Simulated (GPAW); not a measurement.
Entries from a set of simulations; values are calculated unless marked as measured.

## How the form of the self-energy moves the gap of PbI2 (P-3m1)

It takes space group P-3m1 (No. 164, trigonal). Conventional cell: a = 4.555 Å, b = 4.555 Å, c = 6.977 Å, α = 90.00°, β = 90.00°, γ = 120.00°. Nearest to Pb lie 6 I at 3.21 Å. I has 3 Pb at 3.21 Å nearest. Farther neighbours and most contacts between anions are not listed.

```
Pb I
1.0
     4.55500    0.00000    0.00000
    -2.27750    3.94475    0.00000
     0.00000    0.00000    6.97700
Pb I
1 2
Direct
  0.00000 0.00000 0.00000
  0.33333 0.66667 0.26500
  0.66667 0.33333 0.73500
```

```
method                         : DFT, PBE, plane waves, PAW (and 1 further level or step)
program                        : GPAW 26.7.0
settings of one run            : cutoff 450 eV, GPAW PAW setups 1.2.1 data release, 3×3×2 k-mesh, nbands 159
cost                           : 3 runs, 3.4 min in all on 4 MPI ranks of Arm Neoverse V1, shared host (the runs of this entry)
notes                          : The cell and positions come from the Crystallography Open Database and are kept as given unless a step says otherwise. Limits: no spin-orbit coupling. Bands and cutoff are finite, so the gap is not at the basis limit. The miss can reach some tenths of an eV and take either sign; the mesh is an error of its own. The 3×3×2 mesh is coarse for this cell, which bears on the long-range parts of exchange and screening. Mesh or cutoff lie under what a gap needs, so these runs test behaviour and cost; their gaps are not to be quoted.
G0W0, Godby-Needs plasmon pole : 2.933 eV
G0W0 with rALDA vertex         : 2.965 eV
known limits                   : not at the basis limit; no spin-orbit coupling; coarse k mesh
```

G0W0 with rALDA vertex: +0.031 eV against G0W0, Godby-Needs plasmon pole, at other bands or cutoff, so not like for like. With the rALDA kernel as a vertex the gap is 2.83 eV (in the polarisability), 3.14 eV (in the self-energy) and 3.05 eV (in both), against 2.93 eV without.

[Paths, hosts, dates, memory and timing lines, banners, echoed tables and standing remarks are left out of the program output.]

[Logs are printed without paths, hosts, clocks, repeated set-up lines and the standing remarks that a program may print on its own settings, such as how far it seeks lower states.]

[Runs of the session that timed out or met a known fault of the program may be left out.]

[Hosts, paths, dates, database ids (printed as entryN), source tags and the programs' standing remarks are cut or masked in the printed files.]
